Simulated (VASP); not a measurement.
A run of VASP 6.6.1:

File INCAR:

```
ALGO = Normal
EDIFF = 1E-7
EDIFFG = -0.01
ENCUT = 600
IBRION = 2
ISIF = 2
ISMEAR = 0
LASPH = True
LCHARG = False
LMIXTAU = True
LREAL = False
LWAVE = False
METAGGA = R2SCAN
NELM = 80
NSW = 40
PREC = Accurate
SIGMA = 0.03
```

File KPOINTS:

```
k-points
0
Gamma
  8 8 8
```

Contents of POSCAR:

```
SnSe                                    
1.0
    3.7422446830      0.0000000000     -0.0000000000
    0.0000000000      3.7422446830     -0.0000000000
    0.0000000000     -0.0000000000      3.7422446830
  Sn              Se            
     1     1
Direct
     0.5000000000000000    0.5000000000000000    0.5000000000000000
     0.0000000000000000    0.0000000000000000    0.0000000000000000
```

Potentials or basis: VASP PAW PBE potentials, release 64 (Sn_d, Se).

Command:

```bash
$ cat potpaw_PBE.64/Sn_d/POTCAR potpaw_PBE.64/Se/POTCAR > POTCAR
$ mpirun -np 1 vasp_std > vasp.out
```

Hardware: 1 thread of Intel(R) Xeon(R) Platinum 8488C (Sapphire Rapids) (shared host).

Estimate the wall time of this run.

Wall time 73 s on 1 thread of Intel(R) Xeon(R) Platinum 8488C (Sapphire Rapids), with other jobs on the host, peak memory 0.19 GiB. Counts: scf iterations 18, k points 35, ion steps 1.
